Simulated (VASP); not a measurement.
The system is B.

```
CELL_PARAMETERS angstrom
1.88524 0.00000 0.00000
0.00000 1.88524 0.00000
0.00000 0.00000 1.88524
ATOMIC_POSITIONS crystal
B 0.50000 0.50000 0.50000
```

The cell was built by a generator and needn't be a form met in nature.

| Item | Value |
| --- | --- |
| Program | VASP 6.6.1 |
| Task | single point |
| Functional | PBE |
| Potentials or basis | VASP PAW PBE potentials, release 64 (B) |
| Cutoff | 520 eV |
| k mesh | 14 × 14 × 14 |
| Occupations | fermi-dirac, width 0.05 eV |
| Spin | no spin polarisation |

On this cell: pressure 0.4 GPa; band gap on the k mesh none (metal or under the smearing width).

The same run follows on a disturbed copy (cell strained at random at fixed volume):

```
B
1.0
     1.90498    0.00319   -0.01991
     0.00319    1.86406    0.00040
    -0.01991    0.00040    1.88712
B
1
Cartesian
  0.9439 0.9681 0.9598
```

What changes?

The energy (extrapolated to zero smearing) moves by -2.7 meV/atom; pressure 0.5 GPa; band gap on the k mesh none (metal or under the smearing width).

Stress tensor (GPa, compression positive):
```
-1.53  1.03 -3.88
 1.03  3.54  0.20
-3.88  0.20 -0.62
```

The energy falls, though the first cell shows no forces: that form is unstable against this distortion, unless noise or another electronic state is at work.
